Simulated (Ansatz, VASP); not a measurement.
C in VASP and in Ansatz

```
C
1.0
     3.87610    0.00000    0.00000
     0.00000    3.87610    0.00000
     0.00000    0.00000    3.87610
C
8
Direct
  0.50000 0.50000 0.50000
  0.00000 0.00000 0.00000
  0.25000 0.00000 0.50000
  0.50000 0.25000 0.00000
  0.50000 0.75000 0.00000
  0.75000 0.00000 0.50000
  0.00000 0.50000 0.75000
  0.00000 0.50000 0.25000
```

Alike in both runs: functional PBE; k mesh 10 × 10 × 10; occupations gaussian, width 0.1 eV; no spin polarisation.

Ansatz relaxed the structure, and its values are those at the end. VASP's run is a single point on that final structure, the one shown.

```csv
,VASP,Ansatz
version,VASP 6.6.1,Ansatz 0.2.0
potentials or method,"VASP PAW PBE potentials, release 64 (C)","scalar-relativistic, plane waves, PAW"
plane-wave cutoff (eV),520,420
valence electrons in the cell,32,32
```

Ansatz gave:

- gap on the k mesh at the Fermi level (eV): none
- pressure (GPa): 0.0

**Question.** Estimate VASP's values.

**Answer.** gap on the k mesh at the Fermi level (eV): none; pressure (GPa): 0.1.

A gap of «none» marks a metal or a gap that the smearing closes.
